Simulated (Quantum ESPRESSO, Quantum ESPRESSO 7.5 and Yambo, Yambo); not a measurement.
**As (buckled honeycomb monolayer): G0W0 with Yambo, start to end**

Wanted: ground state, empty states, screening and self-energy for As (buckled honeycomb monolayer).

Calculated with Quantum ESPRESSO 7.5 and Yambo 5.3.0; PBE and many-body steps on it, plane waves.

## 1. Starting point

The cell holds 2 atoms: 2 As. Cell: a = 3.611 Å, b = 3.611 Å, c = 14.000 Å, α = 90.0°, β = 90.0°, γ = 120.0°. Vacuum lies along c.

The structure was relaxed with PBE. The runs that relaxed it are not among those shown.

## 2. Ground state

This step: Quantum ESPRESSO 7.5; DFT, PBE, plane waves, norm-conserving pseudopotentials.

The ground-state density comes first.

pw.in reads:

```
&control
  calculation = 'scf'
  prefix = 'x'
  outdir = 'o'
  pseudo_dir = 'pseudo'
/
&system
  ibrav = 0
  nat = 2
  ntyp = 1
  ecutwfc = 100.0
  nbnd = 28
  force_symmorphic = .true.
/
&electrons
  conv_thr = 1e-10
  electron_maxstep = 80
  mixing_beta = 0.5
/
ATOMIC_SPECIES
  As 74.922 As.upf
CELL_PARAMETERS angstrom
  3.6112698141 -0.0000000000 0.0000000000
  -1.8056349070 3.1274513989 0.0000000000
  0.0000000000 0.0000000000 14.0000000000
ATOMIC_POSITIONS crystal
  As 0.3333333333 0.6666666667 0.4503483115
  As 0.6666666667 0.3333333333 0.5496516885
K_POINTS automatic
  12 12 1 0 0 0
```

Command:

```sh
$ OMP_NUM_THREADS=1 mpirun -n 8 pw.x -nk 8 -in pw.in > pw.out
```

What it wrote:

```text
Program PWSCF v.7.5 starts

     This program is part of the open-source Quantum ESPRESSO suite
     for quantum simulation of materials; please cite
         "P. Giannozzi et al., J. Phys.:Condens. Matter 21 395502 (2009);
         "P. Giannozzi et al., J. Phys.:Condens. Matter 29 465901 (2017);
         "P. Giannozzi et al., J. Chem. Phys. 152 154105 (2020);
     in publications or presentations arising from this work. More details at
     Message from routine setup:
     using ibrav=0 with symmetry is DISCOURAGED, use correct ibrav instead

     G-vector sticks info

     bravais-lattice index     =            0
     lattice parameter (alat)  =       6.8243  a.u.
     unit-cell volume          =    1067.0263 (a.u.)^3
     number of atoms/cell      =            2
     number of atomic types    =            1
     number of electrons       =        46.00
     number of Kohn-Sham states=           28
     kinetic-energy cutoff     =     100.0000  Ry
     charge density cutoff     =     400.0000  Ry
     scf convergence threshold =      1.0E-10
     mixing beta               =       0.5000
     number of iterations used =            8  plain     mixing
     Exchange-correlation= PBE
                           (   1   4   3   4   0   0   0)

     celldm(1)=   6.824311  celldm(2)=   0.000000  celldm(3)=   0.000000
     celldm(4)=   0.000000  celldm(5)=   0.000000  celldm(6)=   0.000000

     crystal axes: (cart. coord. in units of alat)
               a(1) = (   1.000000  -0.000000   0.000000 )
               a(2) = (  -0.500000   0.866025   0.000000 )
               a(3) = (   0.000000   0.000000   3.876753 )

     reciprocal axes: (cart. coord. in units 2 pi/alat)
               b(1) = (  1.000000  0.577350 -0.000000 )
               b(2) = (  0.000000  1.154701 -0.000000 )
               b(3) = ( -0.000000 -0.000000  0.257948 )
     Pseudo is Norm-conserving + core correction, Zval = 23.0
     Generated using ONCVPSP code by D. R. Hamann
     Using radial grid of 1358 points,  6 beta functions with:
     As               23.00    74.92200     As( 1.00)

     12 Sym. Ops., with inversion, found

   Cartesian axes

     site n.     atom                  positions (alat units)
         1        As     tau(   1) = (  -0.0000000   0.5773503   1.7458890  )
         2        As     tau(   2) = (   0.5000000   0.2886751   2.1308637  )

     number of k points=    19
                       cart. coord. in units 2pi/alat
        k(    1) = (   0.0000000   0.0000000   0.0000000), wk =   0.0138889
        k(    2) = (   0.0000000   0.0962250   0.0000000), wk =   0.0833333
        k(    3) = (   0.0000000   0.1924501   0.0000000), wk =   0.0833333
        k(    4) = (   0.0000000   0.2886751   0.0000000), wk =   0.0833333
        k(    5) = (   0.0000000   0.3849002   0.0000000), wk =   0.0833333
        k(    6) = (   0.0000000   0.4811252   0.0000000), wk =   0.0833333
        k(    7) = (   0.0000000  -0.5773503   0.0000000), wk =   0.0416667
        k(    8) = (   0.0833333   0.1443376   0.0000000), wk =   0.0833333
        k(    9) = (   0.0833333   0.2405626   0.0000000), wk =   0.1666667
        k(   10) = (   0.0833333   0.3367877   0.0000000), wk =   0.1666667
     [... 7 further rows ...]
        k(   18) = (   0.2500000   0.5292377   0.0000000), wk =   0.1666667
        k(   19) = (   0.3333333   0.5773503   0.0000000), wk =   0.0277778

     Dense  grid:   144181 G-vectors     FFT dimensions: (  45,  45, 180)

     Initial potential from superposition of free atoms

     starting charge      45.9995, renormalised to      46.0000
     Starting wfcs are   26 randomized atomic wfcs +    2 random wfcs

     per-process dynamical memory:   104.0 Mb

     Self-consistent Calculation

     iteration #  1     ecut=   100.00 Ry     beta= 0.50

     Threshold (ethr) on eigenvalues was too large:
     Diagonalizing with lowered threshold

     total energy              =   -1221.02029920 Ry
     estimated scf accuracy    <       0.02090100 Ry

     iteration #  2     ecut=   100.00 Ry     beta= 0.50

     total energy              =   -1221.02048189 Ry
     estimated scf accuracy    <       0.00369591 Ry

     iteration #  3     ecut=   100.00 Ry     beta= 0.50

     total energy              =   -1221.02065685 Ry
     estimated scf accuracy    <       0.00007853 Ry

     iteration #  4     ecut=   100.00 Ry     beta= 0.50

     total energy              =   -1221.02066274 Ry
     estimated scf accuracy    <       0.00000731 Ry

     iteration #  5     ecut=   100.00 Ry     beta= 0.50

     total energy              =   -1221.02066348 Ry
     estimated scf accuracy    <       0.00000016 Ry

     iteration #  6     ecut=   100.00 Ry     beta= 0.50

     total energy              =   -1221.02066351 Ry
     estimated scf accuracy    <       0.00000002 Ry

     iteration #  7     ecut=   100.00 Ry     beta= 0.50

     total energy              =   -1221.02066352 Ry
     estimated scf accuracy    <          6.9E-10 Ry

     iteration #  8     ecut=   100.00 Ry     beta= 0.50

     total energy              =   -1221.02066352 Ry
     estimated scf accuracy    <          1.4E-10 Ry

     iteration #  9     ecut=   100.00 Ry     beta= 0.50

     End of self-consistent calculation

          k = 0.0000 0.0000 0.0000 ( 18001 PWs)   bands (ev):

  -185.6156-185.6150-129.0136-129.0136-129.0112-129.0112-128.9556-128.9535
   -36.0724 -36.0724 -36.0393 -36.0393 -35.9786 -35.9637 -35.9637 -35.9205
   -35.9088 -35.9088 -14.3315  -8.0643  -1.4310  -0.9090  -0.9090   1.0392
     2.5909   2.5909   3.6642   3.9630

          k = 0.0000 0.0962 0.0000 ( 17967 PWs)   bands (ev):

  -185.6156-185.6150-129.0136-129.0136-129.0112-129.0112-128.9555-128.9536
   -36.0724 -36.0707 -36.0387 -36.0376 -35.9790 -35.9647 -35.9629 -35.9216
   -35.9106 -35.9089 -14.2398  -8.0534  -1.7899  -1.3879  -1.1128   1.6568
     2.4756   2.7994   3.7775   4.0984

          k = 0.0000 0.1925 0.0000 ( 17989 PWs)   bands (ev):

  -185.6155-185.6151-129.0136-129.0135-129.0113-129.0112-128.9554-128.9537
   -36.0722 -36.0658 -36.0366 -36.0330 -35.9799 -35.9678 -35.9608 -35.9255
   -35.9150 -35.9092 -13.9675  -8.0679  -3.0918  -1.5658  -1.2975   1.3573
     3.1454   3.2110   4.0967   4.4631

          k = 0.0000 0.2887 0.0000 ( 18001 PWs)   bands (ev):

     [... further k-points ...]

     highest occupied, lowest unoccupied level (ev):    -0.9090    0.7366

!    total energy              =   -1221.02066352 Ry
     estimated scf accuracy    <          3.3E-12 Ry

     The total energy is the sum of the following terms:
     one-electron contribution =   -2893.35697663 Ry
     hartree contribution      =    1397.79642297 Ry
     xc contribution           =    -110.50593699 Ry
     ewald contribution        =     385.04582713 Ry

     convergence has been achieved in   9 iterations

     XML data file, charge density, pseudopotentials, collected wavefunctions

=------------------------------------------------------------------------------=
   JOB DONE.
=------------------------------------------------------------------------------=
```

Elapsed: 28 s, on 8 MPI ranks of Arm Neoverse V1, shared host; peak memory 1.4 GiB.

This step gave:

```
total energy               : -16612.8324 eV
gap                        : 1.646 eV
k of the valence top       : 0, 0, 0
k of the conduction bottom : 0, 0.3333, 0
least direct gap           : 1.948 eV
```

The gap is indirect, with the least direct gap 0.30 eV higher.

## 3. Bands along the symmetry lines

Levels along a band path, at the cheap level, show where the edges lie and whether the meshes to come will hold them.

pw.in reads:

```
&control
  calculation = 'bands'
  prefix = 'x'
  outdir = 'o'
  pseudo_dir = 'pseudo'
/
&system
  ibrav = 0
  nat = 2
  ntyp = 1
  ecutwfc = 100.0
  nbnd = 29
  force_symmorphic = .true.
/
&electrons
  conv_thr = 1e-9
  electron_maxstep = 80
  diago_full_acc = .true.
  diago_thr_init = 5e-6
/
ATOMIC_SPECIES
  As 74.922 As.upf
CELL_PARAMETERS angstrom
  3.6112698141 -0.0000000000 0.0000000000
  -1.8056349070 3.1274513989 0.0000000000
  0.0000000000 0.0000000000 14.0000000000
ATOMIC_POSITIONS crystal
  As 0.3333333333 0.6666666667 0.4503483115
  As 0.6666666667 0.3333333333 0.5496516885
K_POINTS crystal
  25
  0.00000000 0.00000000 0.00000000 1
  0.06250000 0.00000000 0.00000000 1
  0.12500000 0.00000000 0.00000000 1
  0.18750000 0.00000000 0.00000000 1
  0.25000000 0.00000000 0.00000000 1
  0.31250000 0.00000000 0.00000000 1
  0.37500000 0.00000000 0.00000000 1
  0.43750000 0.00000000 0.00000000 1
  0.50000000 0.00000000 0.00000000 1
  0.47916667 0.04166667 0.00000000 1
  0.45833333 0.08333333 0.00000000 1
  0.43750000 0.12500000 0.00000000 1
  0.41666666 0.16666666 0.00000000 1
  0.39583333 0.20833333 0.00000000 1
  0.37500000 0.25000000 0.00000000 1
  0.35416666 0.29166666 0.00000000 1
  0.33333333 0.33333333 0.00000000 1
  0.29166666 0.29166666 0.00000000 1
  0.25000000 0.25000000 0.00000000 1
  0.20833333 0.20833333 0.00000000 1
  0.16666666 0.16666666 0.00000000 1
  0.12500000 0.12500000 0.00000000 1
  0.08333333 0.08333333 0.00000000 1
  0.04166667 0.04166667 0.00000000 1
  0.00000000 0.00000000 0.00000000 1
```

What it wrote:

```text
[banner, memory and clock lines left out]
Program PWSCF v.7.5 starts

     Atomic positions and unit cell read from directory:
     o/x.save/

     Message from routine setup:
     using ibrav=0 with symmetry is DISCOURAGED, use correct ibrav instead

     G-vector sticks info

     bravais-lattice index     =            0
     lattice parameter (alat)  =       6.8243  a.u.
     unit-cell volume          =    1067.0263 (a.u.)^3
     number of atoms/cell      =            2
     number of atomic types    =            1
     number of electrons       =        46.00
     number of Kohn-Sham states=           29
     kinetic-energy cutoff     =     100.0000  Ry
     charge density cutoff     =     400.0000  Ry
     Exchange-correlation= PBE
                           (   1   4   3   4   0   0   0)

     celldm(1)=   6.824311  celldm(2)=   0.000000  celldm(3)=   0.000000
     celldm(4)=   0.000000  celldm(5)=   0.000000  celldm(6)=   0.000000

     crystal axes: (cart. coord. in units of alat)
               a(1) = (   1.000000  -0.000000   0.000000 )
               a(2) = (  -0.500000   0.866025   0.000000 )
               a(3) = (   0.000000   0.000000   3.876753 )

     reciprocal axes: (cart. coord. in units 2 pi/alat)
               b(1) = (  1.000000  0.577350 -0.000000 )
               b(2) = (  0.000000  1.154701 -0.000000 )
               b(3) = ( -0.000000 -0.000000  0.257948 )
     Pseudo is Norm-conserving + core correction, Zval = 23.0
     Generated using ONCVPSP code by D. R. Hamann
     Using radial grid of 1358 points,  6 beta functions with:
     As               23.00    74.92200     As( 1.00)

     12 Sym. Ops., with inversion, found

   Cartesian axes

     site n.     atom                  positions (alat units)
         1        As     tau(   1) = (  -0.0000000   0.5773503   1.7458890  )
         2        As     tau(   2) = (   0.5000000   0.2886751   2.1308637  )

     number of k points=    25
                       cart. coord. in units 2pi/alat
        k(    1) = (   0.0000000   0.0000000   0.0000000), wk =   0.0800000
        k(    2) = (   0.0625000   0.0360844   0.0000000), wk =   0.0800000
        k(    3) = (   0.1250000   0.0721688   0.0000000), wk =   0.0800000
[...]
[... 13 further rows ...]
        k(   24) = (   0.0416667   0.0721688   0.0000000), wk =   0.0800000
        k(   25) = (   0.0000000   0.0000000   0.0000000), wk =   0.0800000

     Dense  grid:   144181 G-vectors     FFT dimensions: (  45,  45, 180)

     The potential is recalculated from file :
     o/x.save/charge-density

     Starting wfcs are   26 randomized atomic wfcs +    3 random wfcs

     Band Structure Calculation

     End of band structure calculation

          k = 0.0000 0.0000 0.0000 ( 18001 PWs)   bands (ev):

  -185.6156-185.6150-129.0136-129.0136-129.0112-129.0112-128.9556-128.9535
   -36.0724 -36.0724 -36.0393 -36.0393 -35.9786 -35.9637 -35.9637 -35.9205
   -35.9088 -35.9088 -14.3315  -8.0643  -1.4310  -0.9090  -0.9090   1.0392
     2.5909   2.5909   3.6642   3.9630   5.6607

          k = 0.0625 0.0361 0.0000 ( 17973 PWs)   bands (ev):

  -185.6156-185.6150-129.0136-129.0136-129.0112-129.0112-128.9556-128.9536
   -36.0724 -36.0714 -36.0389 -36.0384 -35.9788 -35.9643 -35.9632 -35.9211
[...]
2.4820   2.7140   3.7291   4.0390   5.7178

          k = 0.1250 0.0722 0.0000 ( 17969 PWs)   bands (ev):

  -185.6156-185.6150-129.0136-129.0135-129.0113-129.0112-128.9555-128.9536
[...]
2.7527   3.0028   3.9120   4.2645   5.8474

[...]
k = 0.0417 0.0722 0.0000 ( 17975 PWs)   bands (ev):

  -185.6156-185.6150-129.0136-129.0136-129.0112-129.0112-128.9555-128.9536
[...]
2.4158   2.7827   3.7499   4.0647   5.7345

          k = 0.0000 0.0000 0.0000 ( 18001 PWs)   bands (ev):

  -185.6156-185.6150-129.0136-129.0136-129.0112-129.0112-128.9556-128.9535
   -36.0724 -36.0724 -36.0393 -36.0393 -35.9786 -35.9637 -35.9637 -35.9205
   -35.9088 -35.9088 -14.3315  -8.0643  -1.4310  -0.9090  -0.9090   1.0392
     2.5909   2.5909   3.6642   3.9630   5.6607

     XML data file, pseudopotentials, collected wavefunctions
```

Wall time 10 s (8 MPI ranks); peak memory 1.2 GiB; 80 s of CPU time.

This step gave:

```yaml
gap: 1.630 eV
k_of_the_valence_top: 0, 0, 0
k_of_the_conduction_bottom: 0.3125, 0, 0
least_direct_gap: 1.948 eV
```

The gap is 1.630 eV, −0.015 eV from the run before at this level.

The electronic bands at the labelled points (eV, zero at the top of the highest filled band):

| point | band 20 | band 21 | band 22 | band 23 | band 24 | band 25 | band 26 | band 27 |
| --- | --- | --- | --- | --- | --- | --- | --- | --- |
| Γ | -7.16 | -0.52 | 0.00 | 0.00 | 1.95 | 3.50 | 3.50 | 4.57 |
| halfway | -7.35 | -3.17 | -1.14 | -0.41 | 1.75 | 4.31 | 4.42 | 5.53 |
| M | -9.08 | -3.38 | -1.86 | -1.54 | 2.00 | 3.18 | 4.52 | 6.29 |
| halfway | -9.22 | -3.72 | -2.43 | -1.55 | 2.70 | 3.66 | 4.20 | 6.82 |
| K | -9.91 | -4.32 | -1.96 | -1.96 | 2.04 | 4.59 | 4.59 | 8.05 |
| halfway | -7.52 | -3.17 | -2.23 | -0.39 | 2.80 | 3.49 | 4.72 | 5.81 |
| Γ | -7.16 | -0.52 | 0.00 | 0.00 | 1.95 | 3.50 | 3.50 | 4.57 |

The electronic bands as a text plot (rows in eV, shown from -8.0 to 4.9 only):

```
    4.6 |++++++   +++++++++++++++     ++++++++   +++++++++   ++++
    4.1 |    ++++++++++          ++++++    +++            +++
    3.5 |++++++        +++++       +          +++   ++++++   ++++
    3.0 |                   +++++++              ++++++++++++
    2.5 | +++++                 +  ++++    ++++++            +++
    1.9 |+     ++++++  +++++++++       ++++                     +
    1.4 |            ++
    0.8 |
    0.3 |
   -0.2 |************                               *************
   -0.8 |****  ***   *****                       ***      *******
   -1.3 |    **   *****   **********       ******      ***
   -1.8 |              *********    *******               ***
   -2.4 |      ***              *********  ***      ***
   -2.9 |         ***                         ************
   -3.4 |            **************           ******
   -4.0 |                          ****    ***
   -4.5 |                              ****
   -5.1 |
   -5.6 |
   -6.1 |
   -6.7 |
   -7.2 |************                                  **********
   -7.7 |            **                             ***
         Γ                   M           K                      Γ
```

## 4. Empty states on the mesh, 9×9×1 mesh, 74 bands

The sums over transitions need many empty states on a uniform mesh; this step solves for them.

pw.in reads:

```
&control
  calculation = 'nscf'
  prefix = 'x'
  outdir = 'o'
  pseudo_dir = 'pseudo'
/
&system
  ibrav = 0
  nat = 2
  ntyp = 1
  ecutwfc = 100.0
  nbnd = 74
  force_symmorphic = .true.
/
&electrons
  conv_thr = 1e-9
  electron_maxstep = 80
  diago_full_acc = .true.
  diago_thr_init = 5e-6
/
ATOMIC_SPECIES
  As 74.922 As.upf
CELL_PARAMETERS angstrom
  3.6112698141 -0.0000000000 0.0000000000
  -1.8056349070 3.1274513989 0.0000000000
  0.0000000000 0.0000000000 14.0000000000
ATOMIC_POSITIONS crystal
  As 0.3333333333 0.6666666667 0.4503483115
  As 0.6666666667 0.3333333333 0.5496516885
K_POINTS automatic
  9 9 1 0 0 0
```

Command:

```sh
$ OMP_NUM_THREADS=1 mpirun -n 8 pw.x -nk 4 -in pw.in > pw.out
```

What it wrote:

```text
[banner, memory and clock lines left out]
Program PWSCF v.7.5 starts

     Atomic positions and unit cell read from directory:
     o/x.save/

     Message from routine setup:
     using ibrav=0 with symmetry is DISCOURAGED, use correct ibrav instead

     bravais-lattice index     =            0
     lattice parameter (alat)  =       6.8243  a.u.
     unit-cell volume          =    1067.0263 (a.u.)^3
     number of atoms/cell      =            2
     number of atomic types    =            1
     number of electrons       =        46.00
     number of Kohn-Sham states=           74
     kinetic-energy cutoff     =     100.0000  Ry
     charge density cutoff     =     400.0000  Ry
     Exchange-correlation= PBE
                           (   1   4   3   4   0   0   0)

     celldm(1)=   6.824311  celldm(2)=   0.000000  celldm(3)=   0.000000
     celldm(4)=   0.000000  celldm(5)=   0.000000  celldm(6)=   0.000000

     crystal axes: (cart. coord. in units of alat)
               a(1) = (   1.000000  -0.000000   0.000000 )
               a(2) = (  -0.500000   0.866025   0.000000 )
               a(3) = (   0.000000   0.000000   3.876753 )

     reciprocal axes: (cart. coord. in units 2 pi/alat)
               b(1) = (  1.000000  0.577350 -0.000000 )
               b(2) = (  0.000000  1.154701 -0.000000 )
               b(3) = ( -0.000000 -0.000000  0.257948 )
     Pseudo is Norm-conserving + core correction, Zval = 23.0
     Generated using ONCVPSP code by D. R. Hamann
     Using radial grid of 1358 points,  6 beta functions with:
     As               23.00    74.92200     As( 1.00)

     12 Sym. Ops., with inversion, found

   Cartesian axes

     site n.     atom                  positions (alat units)
         1        As     tau(   1) = (  -0.0000000   0.5773503   1.7458890  )
         2        As     tau(   2) = (   0.5000000   0.2886751   2.1308637  )

     number of k points=    12
                       cart. coord. in units 2pi/alat
        k(    1) = (   0.0000000   0.0000000   0.0000000), wk =   0.0246914
        k(    2) = (   0.0000000   0.1283001   0.0000000), wk =   0.1481481
        k(    3) = (   0.0000000   0.2566001   0.0000000), wk =   0.1481481
[...]
k(   11) = (   0.2222222   0.5132002   0.0000000), wk =   0.2962963
        k(   12) = (   0.3333333   0.5773503   0.0000000), wk =   0.0493827

     Dense  grid:   144181 G-vectors     FFT dimensions: (  45,  45, 180)

     The potential is recalculated from file :
     o/x.save/charge-density

     Starting wfcs are   26 randomized atomic wfcs +   48 random wfcs

     Band Structure Calculation

     End of band structure calculation

          k = 0.0000 0.0000 0.0000 ( 18001 PWs)   bands (ev):

  -185.6156-185.6150-129.0136-129.0136-129.0112-129.0112-128.9556-128.9535
   -36.0725 -36.0725 -36.0393 -36.0393 -35.9786 -35.9637 -35.9637 -35.9205
   -35.9088 -35.9088 -14.3315  -8.0643  -1.4310  -0.9090  -0.9090   1.0392
     2.5909   2.5909   3.6642   3.9630   5.6607   6.9897   8.2441   9.2675
[...]
25.8928  26.4665

          k = 0.0000 0.1283 0.0000 ( 17971 PWs)   bands (ev):

  -185.6156-185.6150-129.0136-129.0135-129.0113-129.0112-128.9555-128.9536
[...]
25.4427  25.5722

          k = 0.0000 0.2566 0.0000 ( 17997 PWs)   bands (ev):

  -185.6155-185.6151-129.0137-129.0134-129.0114-129.0111-128.9554-128.9537
[...]
20.6098  20.8439  21.1630  21.3875  23.0281  23.1019  23.3039  23.3849
    23.7494  24.0067  24.2375  24.2416  24.5339  24.8078  25.2532  26.1319
    26.1403  26.3797

          k = 0.0000 0.3849 0.0000 ( 18027 PWs)   bands (ev):

     [... further k-points ...]

     highest occupied, lowest unoccupied level (ev):    -0.9090    0.7366

     XML data file, pseudopotentials, collected wavefunctions
```

It took 18 s on 8 MPI ranks; peak memory 1 GiB; 2.4 min of CPU time.

This step gave:

```yaml
gap: 1.646 eV
k_of_the_valence_top: 0, 0, 0
k_of_the_conduction_bottom: 0, 0.3333, 0
least_direct_gap: 1.948 eV
k_points_computed: 12
lowest_point_of_the_top_converged_band_above_the_valence_top: 26.48 eV
```

On this mesh the gap is 1.646 eV.

(Continued in part 2 of 2.)

[Paths, hosts, dates, memory and timing lines, banners, echoed tables and standing remarks are left out of the program output.]

[Logs are printed without paths, hosts, clocks, repeated set-up lines and the standing remarks that a program may print on its own settings, such as how far it seeks lower states.]

[Runs of the session that timed out or met a known fault of the program may be left out.]

[Hosts, paths, dates, database ids (printed as entryN), source tags and the programs' standing remarks are cut or masked in the printed files.]
